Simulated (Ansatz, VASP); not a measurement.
**Two plane-wave programs on SiC**

INCAR

```
SYSTEM = SiC
ALGO = Normal ; EDIFF = 1E-6
ENCUT = 520 ; GGA = PS
ISIF = 2 ; ISMEAR = 0
LASPH = .TRUE. ; LCHARG = .FALSE.
LREAL = .FALSE. ; LWAVE = .FALSE.
NBANDS = 11 ; NELM = 80
PREC = Accurate ; SIGMA = 0.05
```

Contents of KPOINTS:

```
k-points
0
G
  10 10 10
  0 0 0
```

File POSCAR:

```
SiC
1.0
    0.0000000000      2.1783945700      2.1783945700
    2.1783945700      0.0000000000      2.1783945700
    2.1783945700      2.1783945700      0.0000000000
Si C
1 1
Direct
   -0.0023558598      0.0047117196      0.0023558598
    0.7555086439      0.7389827122      0.7444913561
```

Input for Ansatz:

```yaml
crystal:
  lattice:
    - [0.0, 2.17839457, 2.17839457]
    - [2.17839457, 0.0, 2.17839457]
    - [2.17839457, 2.17839457, 0.0]
  atoms:
    - { symbol: Si, position: [-0.0023558598, 0.0047117196, 0.0023558598] }
    - { symbol: C, position: [0.7555086439, 0.7389827122, 0.7444913561] }
basis:
  ecutwfc: 520.0
kpoints:
  mp_grid: { grid: [10, 10, 10] }
hamiltonian:
  xc: pbesol
  pseudopotentials: { kind: paw, azcp: { folder: soft_1 } }
scf:
  occupations: { method: gaussian, width: 0.05 }
output:
  forces: true
  stress: true
  eigenvalues: true
```

Change from the starting cell: mode 4 frozen in at -0.036 Å and mode 5 at -0.012 Å (largest displacements).

Alike in both runs: task single point; functional PBEsol; k mesh 10 × 10 × 10; occupations gaussian, width 0.05 eV; no spin polarisation.

|  | VASP | Ansatz |
| --- | --- | --- |
| version | VASP 6.6.1 | Ansatz 0.2.0 |
| potentials or method | VASP PAW PBE potentials, release 64 (Si, C) | scalar-relativistic, plane waves, PAW |
| plane-wave cutoff (eV) | 520 | 520 |
| valence electrons in the cell | 8 | 8 |

Ansatz gave:

- gap on the k mesh at the Fermi level (eV): 0.99
- least direct gap on the mesh (eV): 4.33
- pressure (GPa): 0.4
- largest component of the traceless stress (GPa): 3.40
- rms of the force components (eV/Å): 0.599

**Question.** Estimate VASP's values.

**Answer.** gap on the k mesh at the Fermi level (eV): 0.98; least direct gap on the mesh (eV): 4.32; pressure (GPa): 0.7; largest component of the traceless stress (GPa): 3.44; rms of the force components (eV/Å): 0.601.

Atom by atom the forces differ by 0.002 eV/Å (rms over components). With one functional, cell and mesh, what is left measures potentials, basis and numerics. Ansatz warned: «pseudo_functional_mismatch».

Caveats: the PAW data sets were made with another functional, which shifts forces and pressure a little (VASP). A k mesh can miss the band edges.
